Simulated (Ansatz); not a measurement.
## Kick test of a cell of BaTiO3

It was relaxed at this level from a cell as deposited in COD.

Level of theory: DFT PBE, scalar-relativistic, plane waves, PAW in Ansatz. Plane waves to 420 eV, a k mesh through Γ of 6×6×6 on the computed 5-atom cell and Gaussian smearing (0.02 eV); no spin polarisation.

The cell below (5 atoms, space group R3m (No. 160)) is relaxed within its symmetry.

```xyz
5
Lattice="2.8629 1.6529 2.3563 -2.8629 1.6529 2.3563 0.0000 -3.3058 2.3563" Properties=species:S:1:pos:R:3 pbc="T T T"
Ba    0.0000    0.0000    0.0354
Ti    0.0000    0.0000    3.6700
O     0.0000   -1.6179    4.6055
O    -1.4012    0.8090    4.6055
O     1.4012    0.8090    4.6055
```

For the test a repeat of it with 10 atoms (edges 4.06, 4.06, 8.12 Å) was strained at random (σ = 1.5 % a component), the atoms were moved at random (σ = 0.05 Å), and all was relaxed again on a coarse 4×4×2 mesh (in the run’s order of axes) with 0.10 eV smearing, with no symmetry imposed.

Question: Does it come back?

Answer: It returns, within 1 meV/atom of the unmoved cell on that mesh and with the same symmetry when read at 0.1 Å (Cm at 0.01 Å, so small strains and shifts remain). So it is stable against the distortions that fit this cell and that this random move excites. Modes that don't fit the cell aren't tested.
